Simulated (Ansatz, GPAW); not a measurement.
Given: the input of a run of Ansatz 0.2.0 on SrO. 

File input.yaml:

```yaml
crystal:
  lattice:
    - [0.0, 2.5663, 2.5663]
    - [2.5663, 0.0, 2.5663]
    - [2.5663, 2.5663, 0.0]
  atoms:
    - { symbol: Sr, position: [0.5, 0.5, 0.5] }
    - { symbol: O, position: [0.0, 0.0, 0.0] }
kpoints:
  mp_grid: { grid: [9, 9, 9] }
scf:
  occupations: { method: gaussian, width: 0.02 }
hamiltonian:
  xc: pbe
  pseudopotentials: { kind: all_electron, lapw: { basis_error: 0.001 } }
output:
  forces: true
  stress: true
  eigenvalues: true
```

Potentials or basis: all-electron LAPW, scalar-relativistic.

The run is started by

```console
$ ansatz run input.yaml --threads 1 --pin off --max-ram 3072MiB --backend cpu --events-out ev --progress --plain --runs-dir out
```

**Question.** Set up the same calculation for GPAW 26.7.0 (ASE script). Potentials or basis there: GPAW PAW data sets (gpaw-data 1.2.1), cutoff 800 eV.

**Answer.** As run (cutoffs and basis follow the program's own potentials, and thresholds, step limits or extra output files can differ):

The input run.py:

```python
from ase import Atoms
from ase.dft.bandgap import bandgap
from ase.io import write
from ase.units import Bohr, GPa
from gpaw import GPAW, PW
from gpaw.elf import elf_from_dft_calculation

atoms = Atoms(['Sr', 'O'],
              cell=[[0.0, 2.5663, 2.5663],
                    [2.5663, 0.0, 2.5663],
                    [2.5663, 2.5663, 0.0]],
              scaled_positions=[[0.5, 0.5, 0.5],
                                [0.0, 0.0, 0.0]],
              pbc=True)

calc = GPAW(mode=PW(800),
            xc='PBE',
            kpts={'size': (9, 9, 9), 'gamma': True},
            occupations={'name': 'methfessel-paxton', 'order': 0, 'width': 0.02},
            nbands=16,
            convergence={'density': 1e-05, 'energy': 1e-05},
            maxiter=150,
            txt='gpaw.txt')
atoms.calc = calc
energy = atoms.get_potential_energy()
forces = atoms.get_forces()
stress = atoms.get_stress()
calc.write('gs.gpw')
write('result.traj', atoms)
print(f'Energy: {energy:.6f} eV')
print('Forces (eV/A):')
print(forces.round(4))
print('Stress (GPa):', (stress / GPa).round(3))
print('Fermi level:', round(calc.get_fermi_level(), 4), 'eV')
print(f'Gap: {bandgap(calc)[0]:.4f} eV, direct: {bandgap(calc, direct=True)[0]:.4f} eV')

# fields on the real-space grid
write('density.cube', atoms, data=calc.get_pseudo_density() * Bohr**3)
write('potential.cube', atoms, data=calc.get_electrostatic_potential())
write('elf.cube', atoms, data=elf_from_dft_calculation(calc).data)
```

Potentials or basis: GPAW PAW data sets (gpaw-data 1.2.1), pw.

Run with:

```console
$ OMP_NUM_THREADS=1 python run.py
```

Both were run:

|  | Ansatz | GPAW |
| --- | --- | --- |
| Pressure | 3.3 GPa | 3.8 GPa |

Where Ansatz's input types no cutoff or centring, it takes its own default and a Γ-centred mesh.

Pressure is positive in compression.
